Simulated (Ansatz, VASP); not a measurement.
Two plane-wave programs on RuS2

INCAR

```
PREC = Accurate ; ENCUT = 520
EDIFF = 1E-6 ; ISMEAR = 0
SIGMA = 0.05 ; LREAL = F
LASPH = T ; NELM = 60
ALGO = Normal ; ISIF = 2
LWAVE = F ; LCHARG = T
ISPIN = 2 ; MAGMOM = 1 0 0
LORBIT = 11 ; LMAXMIX = 4
LDAU = T ; LDAUTYPE = 2
LDAUL = 2 -1 ; LDAUU = 4 0
LDAUJ = 0 0 ; LDAUPRINT = 1
LELF = T ; LVHAR = T
NBANDS = 24
```

KPOINTS

```
Automatic mesh
0
Gamma
  6 6 6
```

Contents of POSCAR:

```
RuS2
1.0
    1.8145504000      1.0476311600      5.4860692600
   -1.8145504000      1.0476311600      5.4860692600
    0.0000000000     -2.0952623200      5.4860692600
Ru S
1 2
Direct
    0.0000000000      0.0000000000      0.0000000000
    0.2520000000      0.2520000000      0.2520000000
    0.7480000000      0.7480000000      0.7480000000
```

input.yaml

```yaml
crystal:
  lattice:
    - [1.8145504, 1.04763116, 5.48606926]
    - [-1.8145504, 1.04763116, 5.48606926]
    - [0.0, -2.09526232, 5.48606926]
  atoms:
    - { symbol: Ru, position: [0.0, 0.0, 0.0], spin: 1.0 }
    - { symbol: S, position: [0.252, 0.252, 0.252] }
    - { symbol: S, position: [0.748, 0.748, 0.748] }
hamiltonian:
  xc: lda
  pseudopotentials: { kind: paw }
  hubbard: { sites: [{ species: Ru, l: d, u_eff: 4.0 }] }
magnetization:
  spin_polarized: true
kpoints:
  mp_grid: { grid: [6, 6, 6] }
scf:
  occupations: { method: gaussian, width: 0.05 }
output:
  forces: true
  stress: true
  eigenvalues: true
  write_density: true
  write_potential: true
  elf: true
  volumetric_format: npy
```

The cell was built by a generator and needn't be a form met in nature.

Alike in both runs: task single point; functional LDA; k mesh 6 × 6 × 6; occupations gaussian, width 0.05 eV; collinear spin, ferromagnetic start; Hubbard terms Ru d U = 4 eV.

```csv
,VASP,Ansatz
version,VASP 6.6.1,Ansatz 0.2.0
potentials or method,"VASP PAW LDA potentials, release 64 (Ru_pv, S)",Ansatz PAW
plane-wave cutoff (eV),520,420
valence electrons in the cell,26,28
```

|  | VASP | Ansatz | Ansatz less VASP |
| --- | --- | --- | --- |
| gap on the k mesh at the Fermi level (eV) | none | none | - |
| pressure (GPa) | -13.8 | -13.3 | +0.45 |
| largest component of the traceless stress (GPa) | 5.09 | 4.52 | -0.575 |
| rms of the force components (eV/Å) | 0.517 | 0.521 | +0.0041 |
| net moment per atom (μB) | 0.65 | 0.64 | -0.002 |
| size of the moment on the site where the two differ most (μB) | 1.69 | 1.51 | -0.182 |

Site moments also hang on the region over which each program counts them. The programs project onto different local orbitals, so the same U acts differently. Atom by atom the forces differ by 0.004 eV/Å (rms over components). A gap of «none» marks a metal or a gap that the smearing closes. The two sets of potentials don't hold the same shells in valence.

Caveats: forces of over 1 eV/Å show positions far from the minimum, so gaps and moduli don't describe the material at rest; the magnetic or orbital state may not be the lowest (Ansatz); the PAW data sets come from PBE, with cores solved anew for the run's functional, which leaves a small shift of forces and pressure (Ansatz). The state reached can hang on the start; a lower one may exist.
